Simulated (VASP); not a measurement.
A run of VASP 6.6.1 is set up as follows.

File INCAR:

```
ALGO     = Normal         # electronic algorithm
EDIFF    = 1E-7           # SCF threshold, eV
ENCUT    = 520            # plane-wave cutoff, eV
GGA      = PS             # functional
ISIF     = 2              # what is computed and relaxed
ISMEAR   = 0              # smearing method
LASPH    = True           # aspherical terms in the spheres
LCHARG   = False          # write CHGCAR
LREAL    = False          # projectors in reciprocal space
LWAVE    = False          # write WAVECAR
NBANDS   = 16             # bands
NELM     = 60             # most SCF steps
PREC     = Accurate       # precision mode
SIGMA    = 0.15           # smearing width, eV
```

Contents of KPOINTS:

```
k-points
0
Gamma
  15 15 12
```

File POSCAR:

```
ZrB2
1.0
    3.1548382285      0.0000000000      0.0000000000
   -1.5774191143      2.7321700507      0.0000000000
    0.0000000000      0.0000000000      3.4483000000
Zr B
1 2
Direct
    0.0000000000      0.0000000000      0.0000000000
    0.3333333333      0.6666666667      0.5000000000
    0.6666666667      0.3333333333      0.5000000000
```

Potentials or basis: VASP PAW PBE potentials, release 64 (Zr_sv, B).

Launch:

```bash
$ cat potpaw_PBE.64/Zr_sv/POTCAR potpaw_PBE.64/B/POTCAR > POTCAR
$ mpirun -np 1 vasp_std > vasp.out
```

Question: Predict the pressure.

Answer: 4.5 GPa.

Question: Estimate the band gap on the k mesh.

Answer: None (metal or under the smearing width).

Stress tensor (GPa, compression positive):
```
2.64 0.00 0.00
0.00 2.64 0.00
0.00 0.00 8.27
```

Caveat: the PAW data sets were made with another functional, which shifts forces and pressure a little.
